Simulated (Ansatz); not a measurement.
Predict the output of the script below (Ansatz's Python interface).

Script `znf2.py`:
```python
"""Fat bands of ZnF2 at high-symmetry points."""

from pathlib import Path
import warnings

import ansatz as az
from ase import Atoms
import pandas as pd

atoms = Atoms(
    ["Zn", "Zn", "F", "F", "F", "F"],
    scaled_positions=[
        [0.0, 0.0, 0.0],
        [0.5, 0.5, 0.5],
        [0.3024, 0.3024, 0.0],
        [0.1976, 0.8024, 0.5],
        [0.6976, 0.6976, 0.0],
        [0.8024, 0.1976, 0.5],
    ],
    cell=[
        [4.7048, 0.0, 0.0],
        [0.0, 4.7048, 0.0],
        [0.0, 0.0, 3.1338],
    ],
    pbc=True,
)
system = az.Crystal.from_ase(atoms)

points = {"G": (0.0, 0.0, 0.0), "X": (0.0, 0.5, 0.0), "M": (0.5, 0.5, 0.0), "Z": (0.0, 0.0, 0.5), "R": (0.0, 0.5, 0.5), "A": (0.5, 0.5, 0.5)}
model = system.calculation()
model = model.functional(exchange="rpw86", correlation="pbesol").basis(14 * az.Ha, xc_grid=2)
model = model.kpoints(3, 3, 4, center="gamma")
model = model.occupations("Fixed")
model = model.scf(tolerance=1e-06, extra_bands=8)
model = model.band_structure(list(points.values()), intervals=1).fat_bands()
with warnings.catch_warnings(record=True) as caught:
    warnings.simplefilter("always")
    result = model.run()
print("warnings raised:", sorted(w.category.__name__ for w in caught) or "none")
summary = result.report
file = Path(result.write_results("results")) / "fatbands.tsv"
names = file.read_text().splitlines()[0].lstrip("# ").split("\t")
table = pd.read_csv(file, sep="\t", comment="#", names=names)
near = table[table.e_minus_ef.abs() < 3]
for ik, label in enumerate(points):
    print(label)
    for _, row in near[near.ik == ik].iterrows():
        main = row[names[4:]].astype(float).nlargest(2)
        print(f"   band {int(row.band):3d} {row.e_minus_ef:7.3f} eV  " + ", ".join(f"{k} {v:.2f}" for k, v in main.items()))
```

```console
$ python znf2.py
warnings raised: ['DeckWarning', 'PlacementWarning']
G
   band  16  -2.966 eV  zn0_l2_3D 0.47, zn1_l2_3D 0.47
   band  17  -2.537 eV  zn0_l2_3D 0.45, zn1_l2_3D 0.45
   band  18  -2.024 eV  f2_l1_2P 0.25, f3_l1_2P 0.25
   band  19  -1.651 eV  zn0_l2_3D 0.26, zn1_l2_3D 0.26
   band  20  -1.538 eV  f2_l1_2P 0.30, f4_l1_2P 0.30
   band  21  -1.538 eV  f3_l1_2P 0.30, f5_l1_2P 0.30
   band  22  -1.180 eV  f2_l1_2P 0.25, f3_l1_2P 0.25
   band  23  -0.375 eV  zn1_l2_3D 0.28, f2_l1_2P 0.23
   band  24  -0.375 eV  zn0_l2_3D 0.28, f3_l1_2P 0.23
   band  25  -0.000 eV  zn0_l2_3D 0.23, zn1_l2_3D 0.23
X
   band  14  -2.783 eV  zn1_l2_3D 0.80, f2_l1_2P 0.05
   band  15  -2.783 eV  zn0_l2_3D 0.80, f3_l1_2P 0.05
   band  16  -2.204 eV  zn1_l2_3D 0.34, f3_l1_2P 0.31
   band  17  -2.204 eV  zn0_l2_3D 0.34, f2_l1_2P 0.31
   band  18  -2.002 eV  zn1_l2_3D 0.24, f3_l1_2P 0.24
   band  19  -2.002 eV  zn0_l2_3D 0.24, f2_l1_2P 0.24
   band  20  -1.613 eV  f3_l1_2P 0.22, f5_l1_2P 0.22
   band  21  -1.613 eV  f2_l1_2P 0.22, f4_l1_2P 0.22
   band  22  -0.653 eV  zn0_l2_3D 0.34, f2_l1_2P 0.19
   band  23  -0.653 eV  zn1_l2_3D 0.34, f3_l1_2P 0.19
   band  24  -0.461 eV  zn0_l2_3D 0.30, f3_l1_2P 0.24
   band  25  -0.461 eV  zn1_l2_3D 0.30, f2_l1_2P 0.24
M
   band  16  -2.608 eV  f2_l1_2P 0.39, f4_l1_2P 0.39
   band  17  -2.608 eV  f3_l1_2P 0.39, f5_l1_2P 0.39
   band  18  -2.214 eV  f2_l1_2P 0.25, f4_l1_2P 0.25
   band  19  -2.214 eV  f3_l1_2P 0.25, f5_l1_2P 0.25
   band  20  -1.601 eV  zn0_l2_3D 0.34, zn1_l2_3D 0.32
   band  21  -1.601 eV  zn1_l2_3D 0.34, zn0_l2_3D 0.32
   band  22  -1.263 eV  f3_l1_2P 0.29, f5_l1_2P 0.29
   band  23  -1.263 eV  f2_l1_2P 0.29, f4_l1_2P 0.29
   band  24  -0.392 eV  zn1_l2_3D 0.30, f2_l1_2P 0.24
   band  25  -0.392 eV  zn0_l2_3D 0.30, f3_l1_2P 0.24
Z
   band  14  -2.895 eV  zn1_l2_3D 0.81, zn0_l2_3D 0.15
   band  15  -2.895 eV  zn0_l2_3D 0.81, zn1_l2_3D 0.15
   band  16  -2.819 eV  f2_l1_2P 0.27, f4_l1_2P 0.27
   band  17  -2.819 eV  f3_l1_2P 0.27, f5_l1_2P 0.27
   band  18  -1.741 eV  f3_l1_2P 0.37, f5_l1_2P 0.37
   band  19  -1.741 eV  f2_l1_2P 0.37, f4_l1_2P 0.37
   band  20  -1.386 eV  f3_l1_2P 0.34, f5_l1_2P 0.34
   band  21  -1.386 eV  f2_l1_2P 0.34, f4_l1_2P 0.34
   band  22  -1.300 eV  zn1_l2_3D 0.58, f3_l1_2P 0.12
   band  23  -1.300 eV  zn0_l2_3D 0.58, f2_l1_2P 0.12
   band  24  -1.275 eV  zn1_l2_3D 0.46, f2_l1_2P 0.25
   band  25  -1.275 eV  zn0_l2_3D 0.46, f3_l1_2P 0.25
R
   band  16  -2.908 eV  zn0_l2_3D 0.92, zn1_l2_3D 0.06
   band  17  -2.908 eV  zn1_l2_3D 0.92, zn0_l2_3D 0.06
   band  18  -2.415 eV  zn1_l2_3D 0.48, zn0_l2_3D 0.35
   band  19  -2.415 eV  zn0_l2_3D 0.48, zn1_l2_3D 0.35
   band  20  -1.786 eV  f2_l1_2P 0.41, f4_l1_2P 0.41
   band  21  -1.786 eV  f3_l1_2P 0.41, f5_l1_2P 0.41
   band  22  -1.342 eV  f3_l1_2P 0.32, f5_l1_2P 0.32
   band  23  -1.342 eV  f2_l1_2P 0.32, f4_l1_2P 0.32
   band  24  -0.069 eV  zn1_l2_3D 0.27, f3_l1_2P 0.22
   band  25  -0.069 eV  zn0_l2_3D 0.27, f2_l1_2P 0.22
A
   band  14  -2.899 eV  zn0_l2_3D 0.94, zn1_l2_3D 0.03
   band  15  -2.899 eV  zn1_l2_3D 0.94, zn0_l2_3D 0.03
   band  16  -2.566 eV  zn0_l2_3D 0.29, zn1_l2_3D 0.29
   band  17  -2.566 eV  zn1_l2_3D 0.29, zn0_l2_3D 0.29
   band  18  -1.494 eV  f3_l1_2P 0.33, f5_l1_2P 0.33
   band  19  -1.494 eV  f2_l1_2P 0.33, f4_l1_2P 0.33
   band  20  -1.493 eV  f2_l1_2P 0.25, f4_l1_2P 0.25
   band  21  -1.493 eV  f3_l1_2P 0.25, f5_l1_2P 0.25
   band  22  -1.272 eV  zn1_l2_3D 0.46, f2_l1_2P 0.26
   band  23  -1.272 eV  zn0_l2_3D 0.46, f3_l1_2P 0.26
   band  24  -0.787 eV  zn1_l2_3D 0.45, f3_l1_2P 0.15
   band  25  -0.787 eV  zn0_l2_3D 0.45, f2_l1_2P 0.15
```

Caveats:
- These settings explore the input space; cutoff and mesh may be short of convergence.
- The cutoff lies under the one recommended for these potentials.
- With fixed filling the reported Fermi level is the top filled level among the k-points of the SCF.
- Energy and stress may still move on a finer k-point mesh.
- The structure is a deposited one; some such entries were measured under pressure or heat, so a shift against it needn't be the functional's error alone.
- Gaps and levels are Kohn-Sham values on a finite set of k-points.
- Energies are less the Fermi level and bands count from 0. Only the largest channels are printed, equivalent atoms hold more, and in degenerate sets the split between sites is arbitrary; shells that the potentials lack have no channel.
- Finished in 2.3 s on 1 thread of Arm Neoverse V2, on a shared host, peak memory 0.39 GiB.
